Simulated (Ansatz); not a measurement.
SiNi2: computed DOS

```yaml
crystal:
  lattice:
    - [3.83600, 0.00000, 0.00000]
    - [-1.91800, 3.32207, 0.00000]
    - [0.00000, 0.00000, 4.94800]
  atoms:
    - { symbol: Si, position: [0.33333, 0.66667, 0.75000] }
    - { symbol: Si, position: [0.66667, 0.33333, 0.25000] }
    - { symbol: Ni, position: [0.00000, 0.00000, 0.00000] }
    - { symbol: Ni, position: [0.00000, 0.00000, 0.50000] }
    - { symbol: Ni, position: [0.33333, 0.66667, 0.25000] }
    - { symbol: Ni, position: [0.66667, 0.33333, 0.75000] }
```

The geometry is COD entry 1523551, unchecked; take it as a test cell.

All numbers below come from Ansatz 0.2.0, DFT, PBE, all-electron LAPW, scalar-relativistic.

Settings: a Γ-centred 8×8×6 k mesh, Fermi–Dirac smearing of 0.05 eV, basis error target 1 meV/atom, spin-polarised from start moments Ni3 1.5, Ni4 1.5, Ni5 1.5, Ni6 1.5 μB (the moments died away, and the run ended non-magnetic).

States per eV and cell, averaged over 0.6 eV, from -5.8 to 3.6 eV, with energies (bin centres) from the Fermi level; empty bins are left out. The partial columns, the largest 3 alone, are projections on Löwdin-orthogonalised atomic shells (those that the program's projection atoms carry: the occupied ones and, for some elements, an empty d or f shell; other empty shells have no column), summed over atoms of an element. Weights on diffuse s and p shells depend on that basis and aren't pure angular character.

| E (eV) | total | Ni 3d | Si 3p | Ni 4s |
| --- | --- | --- | --- | --- |
| -5.6 | 2.12 | 0.83 | 0.87 | 0.26 |
| -5.0 | 4.35 | 2.22 | 1.62 | 0.38 |
| -4.4 | 6.75 | 4.37 | 2.01 | 0.19 |
| -3.8 | 4.35 | 3.32 | 0.73 | 0.10 |
| -3.2 | 10.36 | 9.32 | 0.51 | 0.13 |
| -2.6 | 7.62 | 7.13 | 0.26 | 0.09 |
| -2.0 | 10.44 | 9.82 | 0.30 | 0.11 |
| -1.4 | 14.80 | 13.92 | 0.33 | 0.19 |
| -0.8 | 4.98 | 4.49 | 0.29 | 0.08 |
| -0.2 | 3.36 | 2.57 | 0.56 | 0.09 |
| 0.4 | 1.95 | 1.24 | 0.46 | 0.07 |
| 1.0 | 1.62 | 0.83 | 0.50 | 0.06 |
| 1.6 | 1.91 | 0.82 | 0.60 | 0.09 |
| 2.2 | 1.62 | 0.56 | 0.62 | 0.10 |
| 2.8 | 2.37 | 0.66 | 0.91 | 0.27 |
| 3.4 | 2.24 | 0.53 | 0.91 | 0.33 |

(1) Which of the resolved shells contributes most within 0.3 eV of the Fermi level?

(2) Where is the centre of the filled Ni 3d states between -14 eV and the top of the filled states?

Results:

(1) Ni 3d, with 73 % of all states there; Si 3p follows with 19 %.

(2) -2.55 eV from the Fermi level.
